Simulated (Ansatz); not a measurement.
## TaN: strain energy, fitted

TaN, Fm-3m, a = 4.397 Å. This isn't the usual stable structure of the compound. Ansatz: r2SCAN, PAW, 500 eV, Γ-centred 16×16×12 mesh on 4 atoms, Gaussian smearing 0.10 eV; no spin polarisation. Series: biaxial strain in the a-b plane, c and atoms relaxed; x is the strain in per cent. The axes a, b, c are those of the computed cell (3.109, 3.109, 4.397 Å), along [1 1 0], [-1 1 0], [0 0 1] of the cell named above. y is the free energy over the unstrained cell, V0 = 10.623 Å³/atom.

| x (%) | y (meV/atom) |
| --- | --- |
| -4.5 | ? |
| -3.0 | 54.24 |
| -1.5 | 12.55 |
| 0.0 | 0.00 |
| 1.5 | 11.24 |
| 3.0 | 43.37 |
| 4.5 | 93.43 |

Task: Fit y = c2 x² + c3 x³ to the other rows, turn c2 into a modulus, and predict the missing energy.

Result: Least squares on the rows shown. y = 5.4424 x² − 0.18672 x³. In eV per unit strain² c2 is 54.42; M is the biaxial modulus (E = M V0 ε²): 54.42 × 160.2 / (10.623) = 821 GPa. At x = -4.5 the fit asked for gives 127.22 meV/atom. The run gave 130.28 meV/atom, so the fit is 3.06 meV/atom too low, 2.3 % of the span of the series, against an rms of 0.37 meV/atom on the fitted rows. The row lies outside the fitted range. With a term in x⁴ added, a fit to the same known rows predicts 130.33 meV/atom, so most of the miss is curvature that the known rows already hold.

Spin–orbit coupling is left out, which can shift energies with elements as heavy as these.